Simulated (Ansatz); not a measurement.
Runs of Ansatz 0.2.0 on Ga2O3. It takes space group C2/m (No. 12, monoclinic). Conventional cell: a = 12.214 Å, b = 3.037 Å, c = 5.798 Å, α = 90.00°, β = 103.83°, γ = 90.00°. Ga (site symmetry m) has 6 O at 1.94 to 2.07 Å as nearest neighbours. Around Ga (site symmetry m) lie 4 O at 1.83 to 1.86 Å. O (site symmetry m) has 3 Ga at 1.83 to 1.94 Å as nearest neighbours. O (site symmetry m) is surrounded by 4 Ga at 1.86 to 2.07 Å. Around O (site symmetry m) lie 3 Ga at 1.83 to 1.94 Å. 

| potentials or basis | cutoff (eV) | gap on the mesh (eV) | pressure (GPa) | relaxed volume (Å³/atom) |
| --- | --- | --- | --- | --- |
| SSSP efficiency PAW | 952 | 2.00 | 0.0 | (a) |
| Ansatz PAW earlier set | 1300 | 2.03 | 0.0 | 10.96 |
| SPMS NC | 1034 | 2.03 | 0.0 | 10.97 |
| Ansatz PAW earlier set | 1020 | 2.03 | 0.0 | 10.96 |
| Ansatz PAW | 420 | 2.02 | 0.0 | 10.96 |

Alike in all rows: task relaxation of cell and atoms; level PBE; no spin polarisation; cell relaxed; k mesh 9 × 9 × 5; smearing fermi-dirac 0.05 eV.

Q: Estimate the missing entries.

A: (a) 10.99.

Caveats: odd divisions of the mesh miss points on the zone boundary, where band edges often lie, so the gap on the mesh can be too wide; the plane-wave basis is chosen anew once the cell has moved, so the energies of steps on either side of that aren't comparable.

A k mesh can miss the band edges, and the runs leave out spin-orbit coupling on Ga.

The runs don't all hold the same shells in valence.
